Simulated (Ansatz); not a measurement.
## Kick test of a cell of Si

The cell was found from a structure generator's guess, not taken from experiment.

Computed with Ansatz 0.2.0, DFT PBE, scalar-relativistic, plane waves, PAW. Settings: cutoff 420 eV, Γ-centred mesh 12×12×1 on the computed 16-atom cell, Gaussian smearing of 0.02 eV; no spin polarisation.

The cell below (16 atoms, space group P6_3/mmc (No. 194)) is relaxed within its symmetry.

```xyz
16
Lattice="3.8635 0.0000 0.0000 -1.9318 3.3459 0.0000 0.0000 0.0000 25.3025" Properties=species:S:1:pos:R:3 pbc="T T T"
Si    0.0000    2.2306    5.1327
Si    1.9318    1.1153   17.7839
Si    0.0000    2.2306   14.6253
Si    1.9318    1.1153    1.9741
Si    0.0000    0.0000   24.1186
Si    0.0000    0.0000   11.4674
Si    0.0000    2.2306   20.9626
Si    1.9318    1.1153    8.3114
Si    0.0000    2.2306   23.3283
Si    1.9318    1.1153   10.6771
Si    0.0000    0.0000    1.1838
Si    0.0000    0.0000   13.8351
Si    0.0000    2.2306    7.5185
Si    1.9318    1.1153   20.1698
Si    0.0000    2.2306   16.9910
Si    1.9318    1.1153    4.3398
```

For the test it was strained at random (σ = 1.5 % a component), the atoms were moved at random (σ = 0.15 Å), and all was relaxed again on a coarse 6×6×1 mesh (in the run’s order of axes) with 0.10 eV smearing, with no symmetry imposed.

Q: Does it come back?

A: It returns, within 1 meV/atom of the unmoved cell on that mesh and with the same symmetry when read at 0.1 Å (Cc at 0.01 Å, so small strains and shifts remain). So it is stable against the distortions that fit this cell and that this random move excites. Modes that don't fit the cell aren't tested.
